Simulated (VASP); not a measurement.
**Ti: relaxation of cell and atoms with r2SCAN**

Ti:

```
Ti
1.0
     0.00000    2.03000    2.03000
     2.03000    0.00000    2.03000
     2.03000    2.03000    0.00000
Ti
1
Direct
  0.00000 0.00000 0.00000
```

This isn't the form of Ti at room conditions, which is hcp.

```
Program                : VASP 6.6.1
Task                   : relaxation of cell and atoms
Functional             : r2SCAN
Potentials or basis    : VASP PAW PBE potentials, release 64 (Ti_sv)
Cutoff                 : 600 eV
k mesh                 : 11 × 11 × 11
Occupations            : methfessel-paxton, width 0.1 eV
Spin                   : no spin polarisation
Further INCAR settings : ALGO = Normal; EDIFF = 1e-07; IBRION = 2; EDIFFG = -0.01; NSW = 60; ISIF = 3
```

| Item | Value |
| --- | --- |
| Relaxed volume | 17.42 Å³/atom |
| Relaxed cell | a = 2.910 Å, b = 2.910 Å, c = 2.910 Å, α = 60.00°, β = 60.00°, γ = 60.00° |
| Space group after relaxing (to 0.05 Å) | Fm-3m (No. 225) |
| Energy gained by relaxing | 9.7 meV/atom |
| Ionic steps | 3 |
| Pressure after relaxing | 0.0 GPa |
| Band gap on the k mesh | none (metal or under the smearing width) |

The path:
```csv
step,energy change (eV),largest force (eV/Å),pressure (GPa),volume (Å³)
1,0.0000,0.0000,4.63,16.73
2,-0.0048,0.0000,-3.02,17.93
3,-0.0097,0.0000,-0.02,17.42
```

Final structure:
```
CELL_PARAMETERS angstrom
0.00000 2.05747 2.05747
2.05747 0.00000 2.05747
2.05747 2.05747 0.00000
ATOMIC_POSITIONS crystal
Ti 0.00000 0.00000 0.00000
```

Levels at points of the mesh, in eV from the Fermi level:
```
           k point  band 3  band 4  band 5  band 6  band 7  band 8  band 9  band 10
(0.00, 0.00, 0.00)  -33.84  -33.84   -6.44    1.02    1.02    1.02    2.82     2.82
```

Run time: 56 s on 1 thread of Intel(R) Xeon(R) 6975P-C (Granite Rapids), on a shared host, peak memory 0.15 GiB.

Caveat: the PAW data sets were made with another functional, which shifts forces and pressure a little. Zero-point motion and thermal expansion aren't in these numbers.
